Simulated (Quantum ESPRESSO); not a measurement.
## As: equation of state with PBE

As:

```
As
1.0
     2.70368    0.00000    0.00000
     0.00000    2.70368    0.00000
     0.00000    0.00000    2.70368
As
1
Direct
  0.50000 0.50000 0.50000
```

This isn't the form of As at room conditions, which is rhombohedral.

* Program: Quantum ESPRESSO 7.5
* Task: equation of state
* Functional: PBE
* Potentials or basis: SSSP 1.3 efficiency PBE
* Cutoff: 748 eV
* Density cutoff: 5987 eV
* k mesh: 10 × 10 × 10
* Occupations: fermi-dirac, width 0.05 eV
* Spin: no spin polarisation
* Mixing beta: 0.5
* Most SCF iterations: 120
* SCF threshold: 2e-10 Ry

| Quantity | Value |
| --- | --- |
| Equilibrium volume | 20.30 Å³/atom |
| Bulk modulus | 81 GPa |
| Pressure derivative of the bulk modulus | 4.3 |

Energy against volume, from the lowest point:
| volume (Å³/atom) | energy (meV/atom) |
| --- | --- |
| 18.578 | 42.85 |
| 18.973 | 24.36 |
| 19.368 | 11.44 |
| 19.764 | 3.48 |
| 20.159 | 0.00 |
| 20.554 | 0.56 |
| 20.949 | 4.78 |

All runs of the series together: 19 s on 1 thread of Intel(R) Xeon(R) Platinum 8488C (Sapphire Rapids) (shared host).
